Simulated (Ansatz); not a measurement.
# W(100) with 4 layers of random W-Re, 2x2: scattering by chemical disorder

Wanted: resistance against the alloy's length, first W(100) with 4 layers of random W-Re, 2x2.

Calculated with Ansatz 0.2.0; Ansatz plane-wave DFT, PBE, PAW files; ballistic transport by layer matching (Landauer), zero bias; PAW set soft_1.

## (1) The structure

The cell holds 56 atoms: 52 W and 4 Re. Its edges and angles: a = 6.330 Å, b = 6.330 Å, c = 22.154 Å, α = 90.0°, β = 90.0°, γ = 90.0°. It derives from W. Regions: lead, 40 atoms (40 W); scattering region, 16 atoms (4 Re and 12 W). The structure is stacked along c, and the current runs across the ab planes.

## (2) With 4 alloy layers

In 4 layers a share of 0.25 of the sites is given to Re at random. The layers about the cell's end stay perfect and serve as the lead. Disorder leaves little or no symmetry, which makes such runs dear. Energies from -0.05 to 0.05 eV in steps of 0.05 eV are too few for the program's thermal sum, so it prints no conductance; for a metal the transmission near the Fermi level serves, at a fraction of the cost.

input.yaml

```yaml
crystal:
  lattice:
    - [6.3296, 0.0, 0.0]
    - [0.0, 6.3296, 0.0]
    - [0.0, 0.0, 22.1536]
  atoms:
    - { symbol: W, position: [0.0, 0.0, 0.0357142857] }
    - { symbol: W, position: [0.0, 0.5, 0.0357142857] }
    - { symbol: W, position: [0.5, 0.0, 0.0357142857] }
    - { symbol: W, position: [0.5, 0.5, 0.0357142857] }
    - { symbol: W, position: [0.25, 0.25, 0.1071428571] }
    - { symbol: W, position: [0.25, 0.75, 0.1071428571] }
    - { symbol: W, position: [0.75, 0.25, 0.1071428571] }
    - { symbol: W, position: [0.75, 0.75, 0.1071428571] }
    - { symbol: W, position: [0.0, 0.0, 0.1785714286] }
    - { symbol: W, position: [0.0, 0.5, 0.1785714286] }
    - { symbol: W, position: [0.5, 0.0, 0.1785714286] }
    - { symbol: W, position: [0.5, 0.5, 0.1785714286] }
    - { symbol: W, position: [0.25, 0.25, 0.25] }
    - { symbol: W, position: [0.25, 0.75, 0.25] }
    - { symbol: W, position: [0.75, 0.25, 0.25] }
    - { symbol: W, position: [0.75, 0.75, 0.25] }
    - { symbol: W, position: [0.0, 0.0, 0.3214285714] }
    - { symbol: W, position: [0.0, 0.5, 0.3214285714] }
    - { symbol: W, position: [0.5, 0.0, 0.3214285714] }
    - { symbol: W, position: [0.5, 0.5, 0.3214285714] }
    - { symbol: Re, position: [0.25, 0.25, 0.3928571429] }
    - { symbol: W, position: [0.25, 0.75, 0.3928571429] }
    - { symbol: W, position: [0.75, 0.25, 0.3928571429] }
    - { symbol: W, position: [0.75, 0.75, 0.3928571429] }
    - { symbol: W, position: [0.0, 0.0, 0.4642857143] }
    - { symbol: W, position: [0.0, 0.5, 0.4642857143] }
    - { symbol: Re, position: [0.5, 0.0, 0.4642857143] }
    - { symbol: W, position: [0.5, 0.5, 0.4642857143] }
    - { symbol: W, position: [0.25, 0.25, 0.5357142857] }
    - { symbol: W, position: [0.25, 0.75, 0.5357142857] }
    - { symbol: W, position: [0.75, 0.25, 0.5357142857] }
    - { symbol: W, position: [0.75, 0.75, 0.5357142857] }
    - { symbol: Re, position: [0.0, 0.0, 0.6071428571] }
    - { symbol: W, position: [0.0, 0.5, 0.6071428571] }
    - { symbol: W, position: [0.5, 0.0, 0.6071428571] }
    - { symbol: Re, position: [0.5, 0.5, 0.6071428571] }
    - { symbol: W, position: [0.25, 0.25, 0.6785714286] }
    - { symbol: W, position: [0.25, 0.75, 0.6785714286] }
    - { symbol: W, position: [0.75, 0.25, 0.6785714286] }
    - { symbol: W, position: [0.75, 0.75, 0.6785714286] }
    - { symbol: W, position: [0.0, 0.0, 0.75] }
    - { symbol: W, position: [0.0, 0.5, 0.75] }
    - { symbol: W, position: [0.5, 0.0, 0.75] }
    - { symbol: W, position: [0.5, 0.5, 0.75] }
    - { symbol: W, position: [0.25, 0.25, 0.8214285714] }
    - { symbol: W, position: [0.25, 0.75, 0.8214285714] }
    - { symbol: W, position: [0.75, 0.25, 0.8214285714] }
    - { symbol: W, position: [0.75, 0.75, 0.8214285714] }
    - { symbol: W, position: [0.0, 0.0, 0.8928571429] }
    - { symbol: W, position: [0.0, 0.5, 0.8928571429] }
    - { symbol: W, position: [0.5, 0.0, 0.8928571429] }
    - { symbol: W, position: [0.5, 0.5, 0.8928571429] }
    - { symbol: W, position: [0.25, 0.25, 0.9642857143] }
    - { symbol: W, position: [0.25, 0.75, 0.9642857143] }
    - { symbol: W, position: [0.75, 0.25, 0.9642857143] }
    - { symbol: W, position: [0.75, 0.75, 0.9642857143] }
kpoints:
  mp_grid: { grid: [4, 4, 1] }
hamiltonian:
  xc: pbe
  pseudopotentials: { kind: paw, azcp: { folder: soft_1 } }
scf:
  occupations: { method: fermi_dirac, width: 0.1 }
output:
  transmission: { leads: [[0, 4]], kmesh: [8, 8], e_range: [-0.05, 0.05], de: 0.05 }
  write_potential: true
  write_density: true
  volumetric_format: npy
```

Started as:

```
$ ansatz run input.yaml --threads 4 --pin off --max-ram 15360MiB --backend cpu --events-out ev --progress --plain --runs-dir out
```

Numbers of over 12 decimals in the logs are rounded to 6 here.

The log of the run:

```text
Engine: ansatz 0.2.0, aarch64-unknown-linux-gnu
Pseudopotentials: kind: paw
Pseudopotential: W, paw, valence charge 14, recommended cutoff 420 eV (normal), soft_1/W.paw.azcp
Pseudopotential: Re, paw, valence charge 15, recommended cutoff 420 eV (normal), soft_1/Re.paw.azcp
Functional definition: PBE
  parameter kappa = 0.804
  parameter beta = 0.066725
  exchange = pbe_x(kappa = kappa, mu = beta*pi^2/3)
  correlation = pbe_c(beta = beta)
Crystal: 56 atoms, lattice volume = 887.558 Å³
Basis set: ecut = 420 eV, 17351 PW (Γ)
Bands: 473, of which v1, the nominal top of the filled ones, is band 394 counted from 1 (393 counted from 0)
Symmetry: 2 space group operations
Space group: Cm (ITA 8), of the structure as read, at distance tolerance 9.6e-5 Å
k-points: 7 of 16 (time reversal used)
Non-local potential: W, projectors of the file, l = 0: 3, l = 1: 2, l = 2: 2, l = 3: 1
Non-local potential: Re, projectors of the file, l = 0: 3, l = 1: 2, l = 2: 2, l = 3: 1
PAW form: soft (Blöchl's): semilocal exchange-correlation on the pseudo side does not see the compensation charge
PAW one-centre angular grid: W, 590 points (default); XC on 64 Gauss nodes
PAW one-centre angular grid: Re, 590 points (default); XC on 64 Gauss nodes
Initial density: superposition of atomic densities (chi_scale 0.1, normalization cell, long waves of neutral atoms (reshape's long-wave potential 3.66 eV rms, cloud 3.13 Å wide))
Initial wavefunctions: pseudopotential atomic-orbital guess
Functional: x = pbe(κ = 0.804, μ = 0.219515), c = pbe(β = 0.066725)
SCF iter   1: F=—  HF=-583562.669393 eV  |F-HF|=—  |Δ(HF+E_count)|=         —  Δρ=7.70e-2  dr2=1.52e2  ethr=3.10e-3  ⟨swp⟩=4.4  Hψ=10109  notcnv=0
preconditioner: auto → Kerker (q_TF=auto, 2.675 Å⁻¹)  [metal: Δε(μ)=0.005 eV  Ē_g=5.397 eV  σ=0.100 eV  W_gap=0.01  n_scr=294 (ndim 8)  ℏωp=23.0 eV  f_vac=0.000  D(μ)=29.30/eV (n_scr^D=236)]
SCF iter   2: F=—  HF=-583550.516693 eV  |F-HF|=—  |Δ(HF+E_count)|=    1.22e1  Δρ=4.51e-2  dr2=5.64e1  ethr=3.10e-3  ⟨swp⟩=2.9  Hψ=5412  notcnv=0  defer=22
SCF iter   3: F=—  HF=-583544.408312 eV  |F-HF|=—  |Δ(HF+E_count)|=    6.11e0  Δρ=4.31e-3  dr2=1.54e0  ethr=3.10e-3  ⟨swp⟩=3.4  Hψ=5070  notcnv=0  defer=22
SCF iter   4: F=—  HF=-583544.393228 eV  |F-HF|=—  |Δ(HF+E_count)|=   1.51e-2  Δρ=9.63e-4  dr2=1.50e-1  ethr=1.95e-4  ⟨swp⟩=2.9  Hψ=3880  notcnv=0
SCF iter   5: F=—  HF=-583544.387751 eV  |F-HF|=—  |Δ(HF+E_count)|=   5.48e-3  Δρ=2.94e-4  dr2=1.09e-2  ethr=1.90e-5  ⟨swp⟩=1.0  Hψ=3311  notcnv=0
SCF iter   6: F=—  HF=-583544.387592 eV  |F-HF|=—  |Δ(HF+E_count)|=   1.59e-4  Δρ=9.16e-5  dr2=1.83e-4  ethr=1.39e-6  ⟨swp⟩=1.1  Hψ=3312  notcnv=0
SCF iter   7: F=—  HF=-583544.387594 eV  |F-HF|=—  |Δ(HF+E_count)|=   2.15e-6  Δρ=1.16e-5  dr2=1.28e-5  ethr=2.32e-8  ⟨swp⟩=2.0  Hψ=3868  notcnv=0
SCF iter   8: F=—  HF=-583544.386954 eV  |F-HF|=—  |Δ(HF+E_count)|=   6.40e-4  Δρ=2.97e-6  dr2=5.73e-7  ethr=1.62e-9  ⟨swp⟩=1.4  Hψ=3315  notcnv=0
SCF iter   9: F=-583544.386954 eV  HF=-583544.386954 eV  |F-HF|=5.41e-8  |Δ(HF+E_count)|=   5.18e-8  Δρ=6.17e-7  dr2=5.59e-8  ethr=1.27e-11  ⟨swp⟩=7.6  Hψ=7897  notcnv=0
SCF 1 converged in 9 iterations: F = -583544.386954 eV  dr2 = 5.59e-8
  greatest PAW one-centre occupation: 1.000 electrons in one spin orbital (limit 2), on the Re atom at site 35 (counted from 0), in its partial waves of l = 0
transmission: 78 of 714 steps passed
transmission: 144 of 714 steps passed
[...]
transmission: 714 of 714 steps passed
SCF converged after 9 iterations
Free energy (F): -583544.386954 eV
Harris-Foulkes:  -583544.386954 eV  (|F-HF|=5.41e-8)
Internal energy: -583543.187004 eV  (E = F + TS)
E sigma→0 (E₀):  -583543.786979 eV
Entropy (-TS):   -1.199950 eV (-21.428 meV/atom)
Fermi energy:    22.528055 eV
--- Per-component energies (eV) ---
  E_band       = -4777.766617
  E_kinetic    = 24009.914946
  E_local      = -31559.677161  (includes V_loc(G=0)·N_el)
  E_nonlocal   = -1005.703415
  E_hartree    = 13011.183391
  E_xc         = -15346.376008
  E_vxc        = -13189.597759  (∫ρ·V_xc dr)
  E_paw        = -480865.959857  (= ΣΔE_a)
  E_vpaw       = -9055.076971  (= ΣTr[D̂ρ^β])
  E_aug_tail   = 0.007871  (compensation charges beyond the density's cutoff)
  E_ewald      = -91786.576770
  E_smearing   = -1.199950  (= −TS)
  E_closure    = 0.000000  (closes the sum)
  Σ components = -583544.386954   (vs F -583544.386954, Δ=0.00e0)
--- Band table (eV; the first three rows and the last of 7) ---
  k-point 0: bands = [... 390 lower, 22.3959, 22.4005, 22.4776, 22.4893, 22.4911, 22.5274, 22.5417, 22.5595, ... 75 higher]
  k-point 1: bands = [... 390 lower, 22.2590, 22.2974, 22.3658, 22.3997, 22.4716, 22.5186, 22.5549, 22.5775, ... 75 higher]
  k-point 2: bands = [... 390 lower, 22.3835, 22.4210, 22.5971, 22.6793, 22.7573, 22.7846, 22.8076, 22.8467, ... 75 higher]
  k-point 6: bands = [... 390 lower, 21.6858, 21.7148, 22.4477, 22.4798, 22.4859, 22.5226, 23.5906, 23.6004, ... 75 higher]
--- Transmission ---
  basis      : 349 plane waves across, 34 finite elements along
  points     : 21, standing for a mesh of 8 x 8
  energies   : 3 from -0.050000 to 0.050000 eV about the Fermi level, 0.050000 eV apart; the leads are filled to 0.000000 eV, and channels, transmission and decay are at 0.000000 eV
  crystal 0  : W4, at the sites [0, 4], period 1.5824 Å, over 15.82 Å; its Hamiltonian steps by up to 5.9 meV
    offset         : up to 0.0000 Å between an atom of the period and one for which it stands
    channels       : 5.656250e0 a spin
    conductance    : none, the energies end too early or step too widely for 300 K: set another output.transmission.e_range or a lower de, or, where they end at an eighth of basis.ecutwfc, a higher one
    slowest decay  : 0.0320 /Å at (0.5000, 0.5000)
  junction   : crystal 0 to crystal 0, 0.70 to 21.27 Å
    transmission   : 4.475194e0 a spin
    conductance    : none, the energies end too early or step too widely for 300 K: set another output.transmission.e_range or a lower de, or, where they end at an eighth of basis.ecutwfc, a higher one
```

The job ended after 10 min (4 threads of Arm Neoverse V1, shared host; peak memory 7.6 GiB).

The column dr2 measures how far the density is from self-consistency, as an energy; F and HF (Harris–Foulkes) agree once it is small.

Numbers from this step:

```yaml
free_energy: -583544.3870 eV
energy_at_zero_smearing: -583543.7870 eV
fermi_energy: 22.53 eV
cell_area: 40.06 Å²
transmission_per_spin_nearest_the_fermi_level: 4.475
open_channels_per_spin_nearest_the_fermi_level: 5.656
step_of_the_lead_s_potential: 5.9 meV
```

Per spin. The transmission, zone mean by energy, zero at the Fermi level:

| energy (eV) | transmission, zone mean |
| --- | --- |
| -0.0500 | 4.43 |
| 0.0000 | 4.48 |
| 0.0500 | 4.66 |

Per spin. Table of open channels, zone mean, lead by energy, zero at the Fermi level:

| energy (eV) | open channels, zone mean, lead |
| --- | --- |
| -0.0500 | 5.03 |
| 0.0000 | 5.66 |
| 0.0500 | 5.59 |

Transmission over k1 and k2. At 0.0000 eV from the Fermi level.

Ten even steps from '0' (0.0) to '9' (13.2):
```
00123210
11135311
22379732
33599953
22379732
11135311
00123210
00123210
```
Columns: k1 (b1) from -0.5 to 0.375; rows upwards: k2 (b2) from -0.5 to 0.375.

Open channels over k1 and k2. At 0.0000 eV from the Fermi level.

Ten even steps from '0' (0.0) to '9' (14.0):
```
10225220
12157512
22599952
55799975
22599952
12157512
10225220
01125211
```
Columns: k1 (b1) from -0.5 to 0.375; rows upwards: k2 (b2) from -0.5 to 0.375.

Over the solved energies the transmission per spin lies between 4.43 and 4.66, out of 5.43 channels of the lead on average (up to 5.66).

## (3) With 8 alloy layers

In 8 layers a share of 0.25 of the sites is given to Re at random. A fresh draw is used; the growth of the resistance with length is what counts.

System of this step: W(100) with 8 layers of random W-Re, 2x2. The cell holds 72 atoms: 64 W and 8 Re. Cell: a = 6.330 Å, b = 6.330 Å, c = 28.483 Å, α = 90.0°, β = 90.0°, γ = 90.0°. It derives from W. Regions: lead, 40 atoms (40 W); scattering region, 32 atoms (24 W and 8 Re). The structure is stacked along c, and the current runs across the ab planes.

input.yaml

```yaml
crystal:
  lattice:
    - [6.3296, 0.0, 0.0]
    - [0.0, 6.3296, 0.0]
    - [0.0, 0.0, 28.4832]
  atoms:
    - { symbol: W, position: [0.0, 0.0, 0.0277777778] }
    - { symbol: W, position: [0.0, 0.5, 0.0277777778] }
    - { symbol: W, position: [0.5, 0.0, 0.0277777778] }
    - { symbol: W, position: [0.5, 0.5, 0.0277777778] }
    - { symbol: W, position: [0.25, 0.25, 0.0833333333] }
    - { symbol: W, position: [0.25, 0.75, 0.0833333333] }
    - { symbol: W, position: [0.75, 0.25, 0.0833333333] }
    - { symbol: W, position: [0.75, 0.75, 0.0833333333] }
    - { symbol: W, position: [0.0, 0.0, 0.1388888889] }
    - { symbol: W, position: [0.0, 0.5, 0.1388888889] }
    - { symbol: W, position: [0.5, 0.0, 0.1388888889] }
    - { symbol: W, position: [0.5, 0.5, 0.1388888889] }
    - { symbol: W, position: [0.25, 0.25, 0.1944444444] }
    - { symbol: W, position: [0.25, 0.75, 0.1944444444] }
    - { symbol: W, position: [0.75, 0.25, 0.1944444444] }
    - { symbol: W, position: [0.75, 0.75, 0.1944444444] }
    - { symbol: W, position: [0.0, 0.0, 0.25] }
    - { symbol: W, position: [0.0, 0.5, 0.25] }
    - { symbol: W, position: [0.5, 0.0, 0.25] }
    - { symbol: W, position: [0.5, 0.5, 0.25] }
    - { symbol: W, position: [0.25, 0.25, 0.3055555556] }
    - { symbol: W, position: [0.25, 0.75, 0.3055555556] }
    - { symbol: W, position: [0.75, 0.25, 0.3055555556] }
    - { symbol: W, position: [0.75, 0.75, 0.3055555556] }
    - { symbol: W, position: [0.0, 0.0, 0.3611111111] }
    - { symbol: W, position: [0.0, 0.5, 0.3611111111] }
    - { symbol: W, position: [0.5, 0.0, 0.3611111111] }
    - { symbol: W, position: [0.5, 0.5, 0.3611111111] }
    - { symbol: W, position: [0.25, 0.25, 0.4166666667] }
    - { symbol: Re, position: [0.25, 0.75, 0.4166666667] }
    - { symbol: W, position: [0.75, 0.25, 0.4166666667] }
    - { symbol: W, position: [0.75, 0.75, 0.4166666667] }
    - { symbol: Re, position: [0.0, 0.0, 0.4722222222] }
    - { symbol: W, position: [0.0, 0.5, 0.4722222222] }
    - { symbol: W, position: [0.5, 0.0, 0.4722222222] }
    - { symbol: Re, position: [0.5, 0.5, 0.4722222222] }
    - { symbol: Re, position: [0.25, 0.25, 0.5277777778] }
    - { symbol: W, position: [0.25, 0.75, 0.5277777778] }
    - { symbol: W, position: [0.75, 0.25, 0.5277777778] }
    - { symbol: W, position: [0.75, 0.75, 0.5277777778] }
    - { symbol: W, position: [0.0, 0.0, 0.5833333333] }
    - { symbol: W, position: [0.0, 0.5, 0.5833333333] }
    - { symbol: W, position: [0.5, 0.0, 0.5833333333] }
    - { symbol: W, position: [0.5, 0.5, 0.5833333333] }
    - { symbol: W, position: [0.25, 0.25, 0.6388888889] }
    - { symbol: Re, position: [0.25, 0.75, 0.6388888889] }
    - { symbol: W, position: [0.75, 0.25, 0.6388888889] }
    - { symbol: W, position: [0.75, 0.75, 0.6388888889] }
    - { symbol: Re, position: [0.0, 0.0, 0.6944444444] }
    - { symbol: W, position: [0.0, 0.5, 0.6944444444] }
    - { symbol: Re, position: [0.5, 0.0, 0.6944444444] }
    - { symbol: Re, position: [0.5, 0.5, 0.6944444444] }
    - { symbol: W, position: [0.25, 0.25, 0.75] }
    - { symbol: W, position: [0.25, 0.75, 0.75] }
    - { symbol: W, position: [0.75, 0.25, 0.75] }
    - { symbol: W, position: [0.75, 0.75, 0.75] }
    - { symbol: W, position: [0.0, 0.0, 0.8055555556] }
    - { symbol: W, position: [0.0, 0.5, 0.8055555556] }
    - { symbol: W, position: [0.5, 0.0, 0.8055555556] }
    - { symbol: W, position: [0.5, 0.5, 0.8055555556] }
    - { symbol: W, position: [0.25, 0.25, 0.8611111111] }
    - { symbol: W, position: [0.25, 0.75, 0.8611111111] }
    - { symbol: W, position: [0.75, 0.25, 0.8611111111] }
    - { symbol: W, position: [0.75, 0.75, 0.8611111111] }
    - { symbol: W, position: [0.0, 0.0, 0.9166666667] }
    - { symbol: W, position: [0.0, 0.5, 0.9166666667] }
    - { symbol: W, position: [0.5, 0.0, 0.9166666667] }
    - { symbol: W, position: [0.5, 0.5, 0.9166666667] }
    - { symbol: W, position: [0.25, 0.25, 0.9722222222] }
    - { symbol: W, position: [0.25, 0.75, 0.9722222222] }
    - { symbol: W, position: [0.75, 0.25, 0.9722222222] }
    - { symbol: W, position: [0.75, 0.75, 0.9722222222] }
kpoints:
  mp_grid: { grid: [4, 4, 1] }
hamiltonian:
  xc: pbe
  pseudopotentials: { kind: paw, azcp: { folder: soft_1 } }
scf:
  occupations: { method: fermi_dirac, width: 0.1 }
output:
  transmission: { leads: [[0, 4]], kmesh: [8, 8], e_range: [-0.05, 0.05], de: 0.05 }
  write_potential: true
  write_density: true
  volumetric_format: npy
```

The log of the run:

```text
[...]
Crystal: 72 atoms, lattice volume = 1141.146 Å³
Basis set: ecut = 420 eV, 22299 PW (Γ)
Bands: 610, of which v1, the nominal top of the filled ones, is band 508 counted from 1 (507 counted from 0)
Symmetry: 1 space group operations
[...]
k-points: 10 of 16 (time reversal used)
[...]
SCF iter   1: F=—  HF=-751682.858887 eV  |F-HF|=—  |Δ(HF+E_count)|=         —  Δρ=8.66e-2  dr2=3.45e2  ethr=3.10e-3  ⟨swp⟩=4.5  Hψ=18659  notcnv=0
[...]
SCF iter  10: F=-751652.116113 eV  HF=-751652.116113 eV  |F-HF|=1.83e-8  |Δ(HF+E_count)|=   3.03e-9  Δρ=3.74e-7  dr2=1.91e-8  ethr=9.84e-12  ⟨swp⟩=7.2  Hψ=14081  notcnv=0
SCF 1 converged in 10 iterations: F = -751652.116113 eV  dr2 = 1.91e-8
[...]
transmission: 162 of 1564 steps passed
transmission: 318 of 1564 steps passed
[...]
transmission: 1564 of 1564 steps passed
SCF converged after 10 iterations
Free energy (F): -751652.116113 eV
[...]
Internal energy: -751650.683919 eV  (E = F + TS)
E sigma→0 (E₀):  -751651.400016 eV
Entropy (-TS):   -1.432194 eV (-19.892 meV/atom)
Fermi energy:    22.496074 eV
[...]
--- Band table (eV; the first three rows and the last of 10) ---
  k-point 0: bands = [... 504 lower, 22.3049, 22.3150, 22.3226, 22.3406, 22.5357, 22.5473, 22.6162, 22.6197, ... 98 higher]
  k-point 1: bands = [... 504 lower, 22.2918, 22.3056, 22.3419, 22.3579, 22.3664, 22.4057, 22.4157, 22.4505, ... 98 higher]
  k-point 2: bands = [... 504 lower, 22.4524, 22.4609, 22.4754, 22.5075, 22.5226, 22.5469, 22.6369, 22.6450, ... 98 higher]
  k-point 9: bands = [... 504 lower, 22.3822, 22.4157, 22.4744, 22.5058, 23.4014, 23.4394, 23.4554, 23.4707, ... 98 higher]
--- Transmission ---
  basis      : 349 plane waves across, 46 finite elements along
  points     : 34, standing for a mesh of 8 x 8
[...]
channels       : 5.031250e0 a spin
[...]
slowest decay  : 0.0414 /Å at (0.5000, 0.5000)
  junction   : crystal 0 to crystal 0, 2.28 to 29.18 Å
    transmission   : 3.848578e0 a spin
[...]
```

It took 22 min on 4 threads; peak memory 8 GiB.

This step gave:

```yaml
free_energy: -751652.1161 eV
energy_at_zero_smearing: -751651.4000 eV
fermi_energy: 22.50 eV
transmission_per_spin_nearest_the_fermi_level: 3.849
open_channels_per_spin_nearest_the_fermi_level: 5.031
step_of_the_lead_s_potential: 4 meV
```

Per spin. Transmission, zone mean against energy, zero at the Fermi level:

| energy (eV) | transmission, zone mean |
| --- | --- |
| -0.0500 | 3.77 |
| 0.0000 | 3.85 |
| 0.0500 | 3.85 |

Over the solved energies the transmission per spin lies between 3.77 and 3.85, out of 5.05 channels of the lead on average (up to 5.41).

(Part 1 of 2 ends here.)

[Logs are printed without paths, hosts, clocks, repeated set-up lines and the standing remarks that a program may print on its own settings, such as how far it seeks lower states.]

[Hosts, paths, dates, database ids (printed as entryN), source tags and the programs' standing remarks are cut or masked in the printed files.]
